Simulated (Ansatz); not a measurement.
## Mo: a prediction, then the measurements

The calculation used DFT PBEsol, scalar-relativistic, plane waves, PAW in Ansatz 0.2.0.

Plane waves to 420 eV, a k mesh through Γ of 18×18×18 on the computed 1-atom cell and Gaussian smearing (0.10 eV); no spin polarisation.

Relaxed structure, symmetry kept:

```
Mo
1.0
    -1.56464    1.56464    1.56464
     1.56464   -1.56464    1.56464
     1.56464    1.56464   -1.56464
Mo
1
Direct
  0.00000 0.00000 0.00000
```

```
Space group                                                       : Im-3m (No. 229)
Volume per atom                                                   : 15.32 Å³
Formation energy from the elements' standard states (uncorrected) : +0.003 eV/atom
Kohn–Sham band gap                                                : none (metal)
Density of states at the Fermi level                              : 0.58 states/eV per cell
Löwdin character within 0.5 eV of the Fermi level                 : Mo 4d 90 %, unprojected 4 %
Bulk modulus                                                      : 281 GPa
Its pressure derivative                                           : 4.3
Bader charges (e)                                                 : Mo (1 in the cell) 0.00
```

**Measured values to compare with.**

A printed reference work, data compilation reports, for a bulk crystal of Mo at 298.15 K: lattice constant a 3.1473 Å.

A measured lattice constant a of Mo is 3.1473 Å (298.15 K; a printed reference work, data compilation); the calculated 3.129 Å misses it by -0.6 %. The calculation is for 0 K without zero-point motion.